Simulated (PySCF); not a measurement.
## Reproducing measurements on methylenecyclopropane

**Experimental background.**

From NIST CCCBDB Release 22 (SRD 101), experimental dipoles, for the gas: dipole moment 0.402 D.

The results are set against them at the end.

Compound: methylenecyclopropane, C4H6.
Numbering: `[CH2:1]=[C:2]1[CH2:3][CH2:4]1` (hydrogens: H5, H6 on C1; H7, H8 on C3; H9, H10 on C4)

Cartesian coordinates in Å at the PBE0-D3(BJ)/def2-SVP level; atoms count from 1:
```
atom  x, y, z in Å
C1     1.610   -0.488   -0.033
C2     0.344   -0.104   -0.007
C3    -1.071   -0.472   -0.025
C4    -0.628    0.987    0.060
H5     2.424    0.242    0.005
H6     1.879   -1.547   -0.093
H7    -1.511   -0.929    0.869
H8    -1.512   -0.820   -0.966
H9    -0.773    1.621   -0.822
H10   -0.765    1.511    1.012
```

The PySCF runs (gas phase, on this PBE0-D3(BJ)/def2-SVP geometry; no spin–orbit coupling):

```tsv
level	job	basis functions
PBE0-D3(BJ)/def2-SVP, grid level 1	geometry optimisation from an MMFF94s start	86
KT3/pcSseg-2	shieldings, ring-centre shieldings	228
PBE0/pcSseg-1	shieldings, ring-centre shieldings, charges and field gradients	98
CAM-B3LYP/def2-SVPD	10 singlets by full TDDFT, 4 Tamm–Dancoff triplets, polarisability, ΔSCF ions	128
HF/def2-SVPD	10 singlets by TDHF, 4 Tamm–Dancoff triplets, polarisability, ΔSCF ions	128
LC-wPBE/def2-SVPD	10 singlets by full TDDFT, 4 Tamm–Dancoff triplets, polarisability, ΔSCF ions	128
LDA/def2-SVPD	10 singlets by full TDDFT, 4 Tamm–Dancoff triplets, polarisability, ΔSCF ions	128
PBE/def2-SVPD	10 singlets by full TDDFT, 4 Tamm–Dancoff triplets, polarisability, ΔSCF ions	128
PBE0/def2-SVP	10 singlets by full TDDFT, 4 Tamm–Dancoff triplets, polarisability	86
PBE0/def2-TZVP	10 singlets by full TDDFT, 4 Tamm–Dancoff triplets, polarisability	160
PBE0/aug-cc-pVDZ	10 singlets by full TDDFT, 4 Tamm–Dancoff triplets, polarisability	146
PBE0/def2-TZVPD	10 singlets by full TDDFT, 4 Tamm–Dancoff triplets, polarisability	202
```

**Comparison with experiment**

**Dipole moment.** Measured: 0.402 D (NIST CCCBDB Release 22 (SRD 101), experimental dipoles).

```json
{"level": "PBE0-D3(BJ)/def2-SVP", "computed (D)": "0.391", "computed − measured (D)": "-0.011", "% (from the printed values)": "-3"}
{"level": "KT3/pcSseg-2", "computed (D)": "0.458", "computed − measured (D)": "+0.056", "% (from the printed values)": "+14"}
{"level": "PBE0/pcSseg-1", "computed (D)": "0.389", "computed − measured (D)": "-0.013", "% (from the printed values)": "-3"}
{"level": "CAM-B3LYP/def2-SVPD", "computed (D)": "0.454", "computed − measured (D)": "+0.052", "% (from the printed values)": "+13"}
{"level": "HF/def2-SVPD", "computed (D)": "0.457", "computed − measured (D)": "+0.055", "% (from the printed values)": "+14"}
{"level": "LC-wPBE/def2-SVPD", "computed (D)": "0.436", "computed − measured (D)": "+0.034", "% (from the printed values)": "+8"}
{"level": "LDA/def2-SVPD", "computed (D)": "0.491", "computed − measured (D)": "+0.089", "% (from the printed values)": "+22"}
{"level": "PBE/def2-SVPD", "computed (D)": "0.461", "computed − measured (D)": "+0.059", "% (from the printed values)": "+15"}
{"level": "PBE0/def2-SVP", "computed (D)": "0.391", "computed − measured (D)": "-0.011", "% (from the printed values)": "-3"}
{"level": "PBE0/def2-TZVP", "computed (D)": "0.459", "computed − measured (D)": "+0.057", "% (from the printed values)": "+14"}
{"level": "PBE0/aug-cc-pVDZ", "computed (D)": "0.475", "computed − measured (D)": "+0.073", "% (from the printed values)": "+18"}
{"level": "PBE0/def2-TZVPD", "computed (D)": "0.466", "computed − measured (D)": "+0.064", "% (from the printed values)": "+16"}
```

12 of the 19 levels run are shown, the closest and the furthest among them. The computed dipoles belong to one fixed geometry; measured ones are averaged over vibrations unless marked μe. Magnitudes are compared, not signs.

No measured geometry was used, and the causes of the misses weren't examined.
